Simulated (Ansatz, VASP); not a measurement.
One calculation of CuAu, two programs

```
CELL_PARAMETERS angstrom
2.89203 0.00000 0.00000
0.00000 2.89203 0.00000
0.00000 0.00000 3.58760
ATOMIC_POSITIONS crystal
Cu 0.50000 0.50000 0.50000
Au 0.00000 0.00000 0.00000
```

Alike in both runs: functional PBE; k mesh 14 × 14 × 12; occupations gaussian, width 0.1 eV; no spin polarisation.

Ansatz relaxed the structure, and its values are those at the end. VASP's run is a single point on that final structure, the one shown.

|  | VASP | Ansatz |
| --- | --- | --- |
| version | VASP 6.6.1 | Ansatz 0.2.0 |
| potentials or method | VASP PAW PBE potentials, release 64 (Cu, Au) | scalar-relativistic, plane waves, PAW |
| plane-wave cutoff (eV) | 520 | 420 |
| valence electrons in the cell | 22 | 38 |

VASP gave:

* gap on the k mesh at the Fermi level (eV): none
* pressure (GPa): -0.1

**Question.** What did Ansatz give for the same quantities?

**Answer.** gap on the k mesh at the Fermi level (eV): none; pressure (GPa): 0.0.

A gap of «none» marks a metal or a gap that the smearing closes. The two sets of potentials don't hold the same shells in valence.

Spin-orbit coupling is left out, which matters for the levels of Au.
